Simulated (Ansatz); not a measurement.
The calculation used DFT PBE, scalar-relativistic, plane waves, PAW in Ansatz. Cutoff 420 eV, Γ-centred meshes of about 0.25 Å⁻¹ or finer for metals and 0.3 Å⁻¹ for insulators (2π included), Gaussian smearing. Collinear spin where magnetic atoms keep a moment.

All energies are static (0 K, no zero-point motion).

Two forms of Gd6N were relaxed alike.

A. (ferromagnetic moments up to 7.0 μB)

```
Gd N
1.0
     3.15798    1.82326    5.87326
    -3.15798    1.82326    5.87326
     0.00000   -3.64652    5.87326
Gd N
6 1
Cartesian
  1.0074 -1.9146 7.2801
  -2.1618 0.0848 7.2801
  1.1544 1.8298 7.2801
  -1.0074 1.9146 10.3397
  2.1618 -0.0848 10.3397
  -1.1544 -1.8298 10.3397
  0.0000 0.0000 0.0000
```

B. (ferromagnetic moments up to 7.0 μB)

```
Gd N
1.0
     6.32631    0.00000    0.00000
    -3.16316    5.47875    0.00000
     0.00000    0.00000    5.86823
Gd N
6 1
Direct
  0.31631 0.31631 0.26003
  0.00000 0.68369 0.26003
  0.68369 0.00000 0.26003
  0.00000 0.31631 0.73997
  0.31631 0.00000 0.73997
  0.68369 0.68369 0.73997
  0.00000 0.00000 0.50000
```

Problem. Which would you expect to be lower, and how large is the difference?

Solution. They are level within the accuracy (under 1 meV/atom apart). A has space group R-3 (No. 148), 29.0 Å³/atom and no gap on its mesh; B has space group P-31m (No. 162), 29.1 Å³/atom and no gap. In A, Gd has 1 N at 2.45 Å and 12 Gd at 3.45–3.75 Å; around N lie 6 Gd at 2.45 Å. In B, Gd is surrounded by 1 N at 2.45 Å and 12 Gd at 3.45–3.84 Å; around N lie 6 Gd at 2.45 Å. Both come from trial cells of a structure search, whose lowest cell (P-3m1, 28.3 Å³/atom) lies 12 meV/atom below the lower of the two.

The k mesh leaves some 4 meV/atom of noise in the energy of each metallic cell. The 4f shell of Gd is treated without a Hubbard U, which places its levels poorly. The magnetic state reached may not be the lowest. Cells relaxed within their symmetry can be saddle points. Some structure types and database cells were kept out of the candidates from the start, so a known form may be missing.
